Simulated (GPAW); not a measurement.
# Ti (Fm-3m) in GPAW: equation of state with TPSS

Aim: the equation of state of Ti with TPSS.

All numbers are computed with GPAW 26.7.0; they aren't measurements. Logs are shortened: lines on timing, memory, paths and dates and some standing lists are left out, and cuts for length are marked. The log counts tension as positive stress, the text compression.

### 1 Starting point

The structure is cubic, space group Fm-3m (No. 225). The conventional cell has a = 4.060 Å, b = 4.060 Å, c = 4.060 Å, α = 90.00°, β = 90.00°, γ = 90.00°. Ti (site symmetry m-3m) is surrounded by 12 Ti at 2.87 Å.

This isn't the form of Ti at room conditions, which is hcp.

### 2 Equation of state, TPSS

File run.py:

```python
from ase.eos import EquationOfState
from ase.io import Trajectory, read
from ase.units import GPa
from gpaw import GPAW, PW

atoms = read('Ti.xyz')

traj = Trajectory('eos.traj', 'w')
volumes, energies = [], []
for x in [0.94, 0.96, 0.98, 1.0, 1.02, 1.04, 1.06]:
    a = atoms.copy()
    a.set_cell(atoms.cell * x**(1 / 3), scale_atoms=True)
    calc = GPAW(mode=PW(600),
                xc='MGGA_X_TPSS+MGGA_C_TPSS',
                kpts={'size': (11, 11, 11), 'gamma': True},
                occupations={'name': 'fermi-dirac', 'width': 0.05},
                nbands=14,
                convergence={'density': 1e-05, 'energy': 1e-05},
                eigensolver='davidson',
                maxiter=150,
                txt=f'eos-{x:.2f}.txt')
    a.calc = calc
    energies.append(a.get_potential_energy(force_consistent=True))
    volumes.append(a.get_volume())
    p = -a.get_stress()[:3].mean() / GPa
    calc.write(f'eos-{x:.2f}.gpw')
    traj.write(a)
    print(f'{x:.2f} {volumes[-1]:10.4f} A^3 {energies[-1]:14.6f} eV {p:9.3f} GPa', flush=True)

v0, e0, B = EquationOfState(volumes, energies, eos='birchmurnaghan').fit()
print(f'V0 = {v0:.4f} A^3, E0 = {e0:.6f} eV, B0 = {B / GPa:.2f} GPa')
```

File Ti.xyz:

```xyz
1
Lattice="0.0000000000 2.0300000000 2.0300000000 2.0300000000 0.0000000000 2.0300000000 2.0300000000 2.0300000000 0.0000000000" Properties=species:S:1:pos:R:3 pbc="T T T"
Ti     0.0000000000      0.0000000000      0.0000000000
```

Potentials or basis: GPAW PAW data sets (gpaw-data 1.2.1), pw.

On the command line:

```bash
OMP_NUM_THREADS=1 python run.py
```

Output:

```text
__  _  _
 | _ |_)|_||  |
 |__||  | ||/\| - 26.7.0

Input parameters:
  mode=PW(ecut=600.0),
  convergence={'density': 1e-05, 'energy': 1e-05},
  eigensolver=Davidson(niter=2),
  kpts=MonkhorstPack(size=(11, 11, 11), gamma=True),
  maxiter=150,
  nbands=14,
  occupations=Occupations(name='fermi-dirac', width=0.05),
  xc=XC(name='MGGA_X_TPSS+MGGA_C_TPSS')

Diagonalizing LCAO Hamiltonian
Converting LCAO to pw mode

       Ti

Atoms  # Å, Bohr magnetons
|   | symbol |        x |        y |        z |    initial magnetic moments |
|---|--------|----------|----------|----------|-----------------------------|
| 0 |     Ti | 0.000000 | 0.000000 | 0.000000 | ( 0.0000,  0.0000,  0.0000) |

Unit cell  # Å
| periodic |        x |        y |        z |  lengths |    angles |
|----------|----------|----------|----------|----------|-----------|
|      yes | 0.000000 | 1.988560 | 1.988560 | 2.812248 | 60.000000 |
|      yes | 1.988560 | 0.000000 | 1.988560 | 2.812248 | 60.000000 |
|      yes | 1.988560 | 1.988560 | 0.000000 | 2.812248 | 60.000000 |

Number of symmetries: 48
Symmetry operations  # r_c * U_cc + t_c -> r_c
|    | kind |            matrix            |
|----|------|------------------------------|
|  0 |  σ   |  1, 0, 0,  1, 0,-1,  1,-1, 0 |
|  1 |  C2  |  1, 0, 0,  1,-1, 0,  1, 0,-1 |
|  2 |  E   |  1, 0, 0,  0, 1, 0,  0, 0, 1 |
|  3 |  σ   |  1, 0, 0,  0, 0, 1,  0, 1, 0 |
|  4 |  C4  |  1, 0,-1,  1, 0, 0,  1,-1, 0 |
|  5 |  S6  |  1, 0,-1,  1,-1, 0,  1, 0, 0 |
|  6 |  σ   |  1, 0,-1,  0, 1,-1,  0, 0,-1 |
|  7 |  C3  |  1, 0,-1,  0, 0,-1,  0, 1,-1 |
|  8 |  S6  |  1,-1, 0,  1, 0, 0,  1, 0,-1 |
|  9 |  C4  |  1,-1, 0,  1, 0,-1,  1, 0, 0 |
| 10 |  C3  |  1,-1, 0,  0,-1, 1,  0,-1, 0 |
| 11 |  σ   |  1,-1, 0,  0,-1, 0,  0,-1, 1 |
| 12 |  σ   |  0, 1, 0,  1, 0, 0,  0, 0, 1 |
| 13 |  C4  |  0, 1, 0,  0, 1,-1, -1, 1, 0 |
| 14 |  C3  |  0, 1, 0,  0, 0, 1,  1, 0, 0 |
| 15 |  S6  |  0, 1, 0, -1, 1, 0,  0, 1,-1 |
| 16 |  C2  |  0, 1,-1,  1, 0,-1,  0, 0,-1 |
| 17 |  σ   |  0, 1,-1,  0, 1, 0, -1, 1, 0 |
| 18 |  S4  |  0, 1,-1,  0, 0,-1,  1, 0,-1 |
| 19 |  C4  |  0, 1,-1, -1, 1, 0,  0, 1, 0 |
| 20 |  C3  |  0, 0, 1,  1, 0, 0,  0, 1, 0 |
| 21 |  σ   |  0, 0, 1,  0, 1, 0,  1, 0, 0 |
| 22 |  S6  |  0, 0, 1,  0,-1, 1, -1, 0, 1 |
| 23 |  C4  |  0, 0, 1, -1, 0, 1,  0,-1, 1 |
| 24 |  S4  |  0, 0,-1,  1, 0,-1,  0, 1,-1 |
| 25 |  C3  |  0, 0,-1,  0, 1,-1,  1, 0,-1 |
| 26 |  C2  |  0, 0,-1,  0,-1, 0, -1, 0, 0 |
| 27 |  S6  |  0, 0,-1, -1, 0, 0,  0,-1, 0 |
| 28 |  S4  |  0,-1, 1,  1,-1, 0,  0,-1, 0 |
| 29 |  C4  |  0,-1, 1,  0, 0, 1, -1, 0, 1 |
| 30 |  C2  |  0,-1, 1,  0,-1, 0,  1,-1, 0 |
| 31 |  σ   |  0,-1, 1, -1, 0, 1,  0, 0, 1 |
| 32 |  C3  |  0,-1, 0,  1,-1, 0,  0,-1, 1 |
| 33 |  S6  |  0,-1, 0,  0, 0,-1, -1, 0, 0 |
| 34 |  S4  |  0,-1, 0,  0,-1, 1,  1,-1, 0 |
| 35 |  C2  |  0,-1, 0, -1, 0, 0,  0, 0,-1 |
| 36 |  C2  | -1, 1, 0,  0, 1, 0,  0, 1,-1 |
| 37 |  S6  | -1, 1, 0,  0, 1,-1,  0, 1, 0 |
| 38 |  S4  | -1, 1, 0, -1, 0, 1, -1, 0, 0 |
| 39 |  C3  | -1, 1, 0, -1, 0, 0, -1, 0, 1 |
| 40 |  S6  | -1, 0, 1,  0, 0, 1,  0,-1, 1 |
| 41 |  C2  | -1, 0, 1,  0,-1, 1,  0, 0, 1 |
| 42 |  C3  | -1, 0, 1, -1, 1, 0, -1, 0, 0 |
| 43 |  S4  | -1, 0, 1, -1, 0, 0, -1, 1, 0 |
| 44 |  C2  | -1, 0, 0,  0, 0,-1,  0,-1, 0 |
| 45 |  i   | -1, 0, 0,  0,-1, 0,  0, 0,-1 |
| 46 |  σ   | -1, 0, 0, -1, 1, 0, -1, 0, 1 |
| 47 |  C2  | -1, 0, 0, -1, 0, 1, -1, 1, 0 |

BZ-sampling:
  Number of BZ points: 1331
  Number of IBZ points: 56

  Monkhorst-Pack size: [11, 11, 11]
  Monkhorst-Pack shift: [0, 0, 0]

K-points  # in reciprocal-cell coordinates
|     |                                coordinates |     weight |
|-----|--------------------------------------------|------------|
|   0 | (  0.00000000,   0.00000000,   0.00000000) | 0.00075131 |
|   1 | (  0.09090909,   0.09090909,   0.00000000) | 0.00450789 |
|   2 | (  0.09090909,   0.09090909,   0.09090909) | 0.00601052 |
|   3 | (  0.18181818,   0.09090909,   0.09090909) | 0.00901578 |
|   4 | (  0.18181818,   0.18181818,   0.00000000) | 0.00450789 |
|   5 | (  0.18181818,   0.18181818,   0.09090909) | 0.01803156 |
|   6 | (  0.18181818,   0.18181818,   0.18181818) | 0.00601052 |
|   7 | (  0.27272727,   0.18181818,   0.09090909) | 0.01803156 |
|   8 | (  0.27272727,   0.18181818,   0.18181818) | 0.01803156 |
|   9 | (  0.27272727,   0.27272727,   0.00000000) | 0.00450789 |
| ... |                                            |            |
|  55 | (  0.45454545,   0.45454545,   0.45454545) | 0.00601052 |

Plane wave coefficients: 534
Cutoff: 600.0 eV

Spin-components: 1 (collinear spins)
Bands:           14
Projectors:      6
Spin-degeneracy: 2
Datatype:        complex128

Parallelization:
  kpt:    1
  domain: 1
  band:   1

Density:
  Valence electrons: 12.0
  Components: 1
  Grid points: [16 16 16]
  Charge: 0.0  # |e|

Potential:
  Grid points: [16 16 16]

species:
  Ti:
    name:    Titanium
    Z:       22.0
    valence: 12
    core:    10
    charge:  0.0  # [|e|]
    compensation charges:
      type: gauss
      rc: 0.38  # [Å]
      lmax: 2
    cutoffs:
      filter: 2.23  # [Å]
      core: 1.02  # [Å]
    projectors
    | kind |    occ | energy [eV] | rcut [Å] |
    |------|--------|-------------|----------|
    |   3s |  2.000 |     -62.623 |    1.270 |
    |   4s |  2.000 |      -4.466 |    1.270 |
    |   3p |  6.000 |     -38.862 |    1.058 |
    |   4p |  0.000 |      -1.466 |    1.058 |
    |   3d |  2.000 |      -4.258 |    1.058 |
    |    d |        |      22.953 |    1.058 |

    Using partial waves for Ti as LCAO basis

Reference energy: -23224.014282  # eV

eigensolver:
  Davidson
  Converge bands: occupied
  niter=2

density mixing:
  MSR1-Mixer
  Pratt-step length: 0.05
  Maximum mixing coefficient: 0.75
  Old densities: 10
  SVD Regularization: 0.005
  Good broyden scale: 1.0
  Trust region scale: 1.0
  Backstep threshold: 4.0
  History deletion threshold: 6.0
  Fourier metric: weight=20.0, sigma=0.015

occupation numbers:
  Fermi-Dirac:
    width: 0.0500  # eV

poisson solver:
  ecut: 4800.0  # eV

xc functional:
  name: MGGA_X_TPSS+MGGA_C_TPSS with 2 nearest neighbor stencil

convergence criteria:
[... 6 lines left out ...]
|iter     | |      energy | eigst |  dens |
|---------|-|-------------|-------|-------|
|iter:   1| |  360.506409 | +6.20 |       |
|iter:   2| |   75.778423 | +2.58 | -0.01 |
|iter:   3| |  -13.559476 | +1.58 | -0.78 |
|iter:   4| |  -13.810384 | +0.02 | -1.19 |
|iter:   5| |  -13.638281 | -2.11 | -1.18 |
|iter:   6| |  -13.437832 | -1.65 | -1.30 |
|iter:   7| |  -13.523668 | -1.88 | -1.79 |
|iter:   8| |  -13.521689 | -3.70 | -1.56 |
|iter:   9| |  -13.472178 | -2.94 | -1.58 |
|iter:  10| |  -13.455858 | -3.09 | -1.84 |
|iter:  11| |  -13.455667 | -4.81 | -2.15 |
|iter:  12| |  -13.453980 | -3.96 | -2.19 |
|iter:  13| |  -13.454267 | -4.19 | -2.44 |
|iter:  14| |  -13.454335 | -5.08 | -3.11 |
|iter:  15| |  -13.454339c| -6.18 | -3.77 |
|iter:  16| |  -13.454338c| -7.65c| -4.30 |
|iter:  17| |  -13.454338c| -9.18c| -5.22c|

Converged in 17 steps
Energy contributions relative to reference atoms: (reference = -23224.014282)

Energy contributions:
  Kinetic:           8.141011
  Coulomb:          -7.071195
  Zero:              0.105969
  External:          0.000000
  Xc:              -14.625518
  Entropy:          -0.009210
  Spinorbit:         0.000000
  ----------------------------
  Free energy:     -13.458943
  Extrapolated:    -13.454338

dipole moment: (-12.660631, -12.660631, -12.660631)  # |e|*Ang

Fermi level: 9.541
Eigenvalues  # (at kpt = [0.000, 0.000, 0.000])
| band index |      eig [eV] | occ [0-2] |
|------------|---------------|-----------|
|          0 |       -47.863 |     2.000 |
|          1 |       -23.146 |     2.000 |
|          2 |       -23.146 |     2.000 |
|          3 |       -23.146 |     2.000 |
|          4 |         3.255 |     2.000 |
|          5 |        10.512 |     0.000 |
|          6 |        10.512 |     0.000 |
|          7 |        10.512 |     0.000 |
|          8 |        12.455 |     0.000 |
|          9 |        12.455 |     0.000 |
|         10 |        25.266 |     0.000 |
|         11 |        30.278 |     0.000 |
|         12 |        30.278 |     0.000 |
|         13 |        30.278 |     0.000 |

No gap
No difference between direct/indirect transitions

Stress tensor  # eV/Ang^3
|         x |         y |         z |
|-----------|-----------|-----------|
| -0.060059 | -0.000000 | -0.000000 |
| -0.000000 | -0.060059 |  0.000000 |
| -0.000000 |  0.000000 | -0.060059 |

# Writing to eos-0.94.gpw (mode='')
```

Wall time 6 min (1 thread of Arm Neoverse V1, shared host); peak memory 0.54 GiB.

Results:

| Property | Result |
| --- | --- |
| Equilibrium volume | 17.12 Å³/atom (rough: see the caveat) |
| Bulk modulus | 111 GPa (rough) |

Energy against volume, from the lowest point:
```
volume (Å³/atom)  energy (meV/atom)
          15.727              44.77
          16.062              25.08
          16.396              11.24
          16.731               3.01
          17.065               0.00
          17.400               1.53
          17.735               7.13
```

Caveat: the points scatter about the fit; the PAW data sets were made with another functional, which shifts forces and pressure a little.
